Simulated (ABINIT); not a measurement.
Crystal: Pb.

```
Pb
1.0
     3.48000    0.00000    0.00000
    -1.74000    3.01377    0.00000
     0.00000    0.00000    5.59000
Pb
2
Direct
  0.66667 0.33333 0.75000
  0.33333 0.66667 0.25000
```

This isn't the form of Pb at room conditions, which is fcc.

```yaml
Program: ABINIT 10.8.3 (patched build)
Task: relaxation of cell and atoms
Functional: RPBE
Potentials_or_basis: JTH PAW PBE v2.0
Cutoff: 707 eV
k_mesh: 7 × 7 × 4
Occupations: fermi-dirac, width 0.05 eV
Spin: no spin polarisation
```

At the start: pressure 5.6 GPa; volume 29.31 Å³/atom.

Task: How do energy, volume and symmetry change on relaxing?

Result: Over 6 steps the energy falls by 58.5 meV/atom and the volume is 33.24 Å³/atom (+13.4 %); space group P6_3/mmc (No. 194, to 0.05 Å).

The path:
```csv
step,energy change (eV),largest force (eV/Å),pressure (GPa),volume (Å³)
1,0.0000,0.0000,5.58,58.63
2,-0.0319,0.0000,4.55,59.63
3,-0.1120,0.0000,0.82,64.67
4,-0.1162,0.0000,0.17,65.94
5,-0.1167,0.0000,0.00,66.35
6,-0.1169,0.0000,-0.04,66.49
```

Final structure:
```yaml
crystal:
  lattice:
    - [3.65209, 0.00000, 0.00000]
    - [-1.82604, 3.16280, 0.00000]
    - [0.00000, 0.00000, 5.75595]
  atoms:
    - { symbol: Pb, position: [0.66667, 0.33333, 0.75000] }
    - { symbol: Pb, position: [0.33333, 0.66667, 0.25000] }
```

Caveat: the PAW data sets were made with another functional, which shifts forces and pressure a little.
